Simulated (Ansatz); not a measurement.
The system is ZrS2.

```
CELL_PARAMETERS angstrom
3.69138 0.00000 0.00000
-1.84569 3.19683 0.00000
0.00000 0.00000 6.04108
ATOMIC_POSITIONS crystal
Zr 0.00000 0.00000 0.00000
S 0.33333 0.66667 0.23791
S 0.66667 0.33333 0.76209
```

The cell is a database's computed one.

Base run:

- Program: Ansatz 0.2.0
- Functional: PBEsol
- Potentials or basis: all-electron LAPW, scalar-relativistic
- Cutoff: 201 eV (chosen from the basis error)
- Basis error allowed: 0.002 eV/atom
- k mesh: 8 × 8 × 5
- Occupations: fermi-dirac, width 0.05 eV
- Spin: no spin polarisation
- Hubbard terms: Zr d U = 6 eV

Its results: band gap on the k mesh 2.06 eV, indirect (least direct gap 2.66 eV); pressure 3.2 GPa; largest force 0.231 eV/Å.

Q: The run is repeated on the same cell with these changes: hubbard terms from Zr d U = 6 eV to none. What comes out?

A: Band gap on the k mesh 0.98 eV, indirect (least direct gap 1.58 eV); pressure -2.5 GPa; largest force 0.150 eV/Å.

The U term pushes filled and empty states of the shell apart.

Caveats: an odd mesh through Γ misses points on the zone boundary, where band edges often lie; this functional lacks dispersion, which binds the layers, so the pressure and a relaxed spacing across them are unreliable; U is the effective U less J, on atomic orbitals that reach past the spheres (some runs).
